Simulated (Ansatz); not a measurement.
## HfO2 (2H monolayer) under strain

HfO2 as a 2H monolayer, relaxed with r2SCAN in Ansatz. The sheet's in-plane cell has a = 3.096 Å, b = 3.096 Å (γ = 120.0°), and its outermost atoms lie 2.31 Å apart along the normal. Hf is surrounded by 6 O at 2.13 Å; O is surrounded by 3 Hf at 2.13 Å.

The axes x, y and z are those of this cell:
```
Hf O
1.0
     3.09594    0.00000    0.00000
    -1.54797    2.68116    0.00000
     0.00000    0.00000   29.68409
Hf O
1 2
Direct
  0.33333 0.66667 0.30319
  0.66667 0.33333 0.34204
  0.66667 0.33333 0.26435
```
The sheet repeats along a and b alone.

Unstrained: The PBE gap is indirect, 2.055 eV (Γ–K (0.47 of the way from Γ) to Γ–K (0.77 of the way from Γ)), below the direct gap of 2.157 eV at Γ–K (0.70 of the way from Γ). The r2SCAN gap is indirect, 2.491 eV (Γ–K (0.47 of the way from Γ) to Γ–K (0.77 of the way from Γ)), below the direct gap of 2.603 eV at Γ–K (0.70 of the way from Γ). With HSE06 the valence top lies at Γ–K (0.47 of the way from Γ) and the conduction bottom at Γ–K (0.77 of the way from Γ), 3.549 eV higher; the smallest vertical gap, at Γ–K (0.70 of the way from Γ), is 3.676 eV. Meshes: PBE 12×12×1, r2SCAN 12×12×1, HSE06 6×6×1. Strains are changes of length per length. After each strain the atoms were relaxed again with r2SCAN within the symmetry that the strain leaves, so tilts or polar shifts that break it weren't tested; points keep the names that they have in the unstrained zone. The cell comes from a prototype generator: it can be a known phase or a hypothetical one. Spin polarisation is off.

Changes of the least gap in eV (an overlap counts as a negative gap):
```csv
strain,area change (%),space group,PBE,r2SCAN,HSE06,"energy rise, r2SCAN (meV/atom)"
uniaxial +4.0 % along y,+4.0,–,-0.169,-0.172,-0.168,23.6
in-plane biaxial -2.0 %,-4.0,–,+0.124,+0.130,+0.120,18.9
uniaxial +2.5 % along x,+2.5,–,-0.095,-0.098,-0.094,9.3
in-plane biaxial -4.0 %,-7.8,–,+0.219,+0.227,+0.203,78.1
```

Uniaxial +4.0 % along y, other directions held. HSE06: the gap goes from 3.549 to 3.381 eV (-0.168 eV); the edges go from Γ–K (0.47) → Γ–K (0.77) to Γ–K (0.50) → (0.474, 0.260, 0). Stress change with r2SCAN, compression positive: xx -2.96, yy -6.63 N/m.

In-plane biaxial -2.0 %. HSE06: the gap goes from 3.549 to 3.669 eV (+0.120 eV); the edges go from Γ–K (0.47) → Γ–K (0.77) to Γ–K (0.47) → Γ–K (0.73). Stress change with r2SCAN, compression positive: xx +5.68, yy +5.68 N/m.

Uniaxial +2.5 % along x, other directions held. HSE06: the gap goes from 3.549 to 3.455 eV (-0.094 eV); the edges go from Γ–K (0.47) → Γ–K (0.77) to (0.156, 1/6, 0) → (0.276, 1/4, 0). Stress change with r2SCAN, compression positive: xx -4.21, yy -2.03 N/m.

In-plane biaxial -4.0 %. HSE06: the gap goes from 3.549 to 3.752 eV (+0.203 eV); the edges go from Γ–K (0.47) → Γ–K (0.77) to Γ–K (0.45) → Γ–K (0.70). Stress change with r2SCAN, compression positive: xx +12.16, yy +12.16 N/m.

No spin-orbit coupling is included; it can move band edges with weight on the heavy atoms by tenths of an eV.

Where an edge lies off the special points, it is a point of the mesh or the k point where a search put PBE's edge or least direct gap, reused for the other functionals, whose own edges may lie a little apart.

Coordinates of k points refer to the reciprocal vectors of the primitive cell of the runs.

The meshes of the hybrids are coarse, so their gaps aren't converged to the digits shown.
